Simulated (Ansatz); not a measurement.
Si:

```
Si
1.0
     0.00000    2.72185    2.72185
     2.72185    0.00000    2.72185
     2.72185    2.72185    0.00000
Si
2
Direct
  0.50000 0.50000 0.50000
  0.75000 0.75000 0.75000
```

Base run:

- Program: Ansatz 0.2.0
- Functional: revPBE
- Potentials or basis: Ansatz PAW
- Cutoff: 420 eV
- Density cutoff: 1680 eV
- k mesh: 8 × 8 × 8
- Occupations: fermi-dirac, width 0.05 eV
- Spin: no spin polarisation

Its results: band gap on the k mesh 0.67 eV, indirect (least direct gap 2.56 eV); pressure 2.5 GPa.

Problem. The run is repeated on the same cell with these changes: functional from revPBE to LDA. What comes out?

Solution. Band gap on the k mesh 0.53 eV, indirect (least direct gap 2.52 eV); pressure -2.1 GPa.

LDA binds more tightly than revPBE, so the same cell stands under less pressure.

Caveats: the PAW data sets come from PBE, with cores solved anew for the run's functional, which leaves a small shift of forces and pressure; the potentials were made for another functional, which shifts forces and pressure (some runs).

A k mesh can miss the band edges.

Not every run made on this cell is shown here.
